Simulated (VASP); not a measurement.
A run of VASP 6.6.1 is set up as follows.

The input POSCAR:

```
NiO
1.0
    0.0000000000      2.2406300000      2.2406300000
    2.2406300000      0.0000000000      2.2406300000
    2.2406300000      2.2406300000      0.0000000000
Ni O
1 1
Direct
    0.0000000000      0.0000000000      0.0000000000
    0.7500000000      0.7500000000      0.7500000000
```

File INCAR.step1:

```
SYSTEM = NiO
PREC = Accurate
ENCUT = 600
EDIFF = 1E-8
ISMEAR = 0
SIGMA = 0.02
LREAL = .False.
LASPH = .True.
NELM = 120
ALGO = Fast
ISIF = 3
LWAVE = .False.
LCHARG = .False.
ISPIN = 2
MAGMOM = 1 0
LORBIT = 11
LMAXMIX = 4
GGA = PE
IBRION = 2
NSW = 40
EDIFFG = -0.002
```

Contents of INCAR.step2:

```
SYSTEM = NiO
PREC = Accurate
ENCUT = 600
EDIFF = 1E-8
ISMEAR = 0
SIGMA = 0.02
LREAL = .False.
LASPH = .True.
NELM = 120
ALGO = Fast
ISIF = 3
LWAVE = .False.
LCHARG = .False.
ISPIN = 2
MAGMOM = 1 0
LORBIT = 11
LMAXMIX = 4
GGA = PE
IBRION = 6
NFREE = 2
POTIM = 0.015
NSW = 1
```

The input KPOINTS:

```
Automatic mesh
0
Gamma
  7 7 7
  0 0 0
```

Potentials or basis: VASP PAW PBE potentials, release 64 (Ni, O).

Launch:

```sh
$ cat potpaw_PBE.64/Ni/POTCAR potpaw_PBE.64/O/POTCAR > POTCAR
$ cp INCAR.step1 INCAR
$ mpirun -np 1 vasp_std > vasp.out
$ cp CONTCAR POSCAR
$ cp INCAR.step2 INCAR
$ mpirun -np 1 vasp_std > vasp.out
```

(1) What does it give for the elastic constants C11, C12, C44?

(2) What does it give for the Voigt bulk modulus?

(3) Estimate the relaxed cell.

Answers

(1) 154, 128, 42 GPa.

(2) 137 GPa.

(3) a = 3.163 Å, b = 3.163 Å, c = 3.163 Å, α = 60.00°, β = 60.00°, γ = 60.00°.

Caveat: a cell with one magnetic atom can't hold antiferromagnetic order, which such compounds often take.
